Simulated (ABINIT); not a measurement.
Crystal: SrO.

```
Sr O
1.0
     0.00000    2.56630    2.56630
     2.56630    0.00000    2.56630
     2.56630    2.56630    0.00000
Sr O
1 1
Direct
  0.50000 0.50000 0.50000
  0.00000 0.00000 0.00000
```

Base run:

* Program: ABINIT 10.8.3 (patched build)
* Functional: rPW86PBE
* Potentials or basis: JTH PAW PBE v2.0
* Cutoff: 626 eV
* k mesh: 9 × 9 × 9
* Occupations: fermi-dirac, width 0.05 eV
* Spin: no spin polarisation

Its results: band gap on the k mesh 3.40 eV, indirect (least direct gap 3.48 eV); pressure 5.5 GPa.

After a change of settings the same cell gave: band gap on the k mesh 3.46 eV, indirect (least direct gap 3.54 eV); pressure 5.3 GPa. Which change was it?
A. functional from rPW86PBE to PBEsol; k mesh from 9 × 9 × 9 to 7 × 7 × 7
B. functional from rPW86PBE to revPBE
C. functional from rPW86PBE to RPBE; spin from no spin polarisation to spin-orbit coupling, no magnetisation
D. functional from rPW86PBE to AM05

B.

Caveats: the PAW data sets were made with another functional, which shifts forces and pressure a little.

Runs at the PBE level aren't shown here.
